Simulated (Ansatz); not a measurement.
# Rh: substituted relatives

An exercise on one series of results from a longer session: the logs are not shown, and one member is left open.

Method: DFT r2SCAN, scalar-relativistic, plane waves, PAW, in Ansatz 0.2.0.

1 further run of the same task is left out (set aside as unsound or not needed).

## Starting point

It takes space group P6_3/mmc (No. 194, hexagonal). The conventional cell has a = 2.704 Å, b = 2.704 Å, c = 4.349 Å, α = 90.00°, β = 90.00°, γ = 120.00°. Around Rh (site symmetry -6m2) lie 12 Rh at 2.68 to 2.70 Å.

As a file:

```
CELL_PARAMETERS angstrom
2.70364 0.00000 0.00000
-1.35182 2.34142 0.00000
0.00000 0.00000 4.34862
ATOMIC_POSITIONS crystal
Rh 0.66667 0.33333 0.75000
Rh 0.33333 0.66667 0.25000
```

It goes back to an entry of the Materials Project, which need not be the stable form.

It is the result of an earlier relaxation at this level (volume 13.76 Å³/atom; gap on the mesh: none (metal)).

Set-up of the first run:

input.yaml

```yaml
crystal:
  lattice:
    - [2.6906838264, 0.0, 0.0]
    - [-1.3453419132, 2.3302005472, 0.0]
    - [0.0, 0.0, 4.3277730203]
  atoms:
    - { symbol: Ir, position: [0.6666666667, 0.3333333333, 0.75] }
    - { symbol: Ir, position: [0.3333333333, 0.6666666667, 0.25] }
basis:
  ecutwfc: 500
kpoints:
  mp_grid: { grid: [6, 6, 4] }
hamiltonian:
  xc: r2scan
scf:
  occupations: { method: gaussian, width: 0.1 }
output:
  forces: true
  stress: true
  eigenvalues: true
```

Launch:

```bash
$ ansatz run input.yaml --threads 1 --pin off --max-ram 2560MiB --backend cpu --events-out ev --progress --plain --runs-dir out
```

Among the steps run: Quick check of gap, pressure and forces (Ir); A loose first relaxation (Ir); Full relaxation (Ir); A first look at the start (Pd); Coarse relaxation (Pd); Relaxing cell and atoms (Pd).

One table of the session follows, with a row left open; its other results are not shown here.

Lengths are those of the vectors of the cell that was run:

| swap | volume (Å³/atom) | a (Å) | b (Å) | c (Å) |
| --- | --- | --- | --- | --- |
| none | 13.76 | 2.704 | 2.704 | 4.349 |
| Rh → Co | 10.64 | 2.473 | 2.473 | 4.016 |
| Rh → Ru | 13.49 | 2.702 | 2.702 | 4.266 |
| Rh → Ir | ? | ? | ? | ? |
| Rh → Pd | 15.00 | 2.739 | 2.739 | 4.617 |

Estimate the missing values for Rh → Ir.

The run gave: volume (Å³/atom): 14.26; a (Å): 2.729; b (Å): 2.729; c (Å): 4.422. In the column «volume (Å³/atom)» it lies between none (13.76) and Rh → Pd (15.00).

Lengths are those of the computed cell. Rows of earlier swaps come from the sessions before.
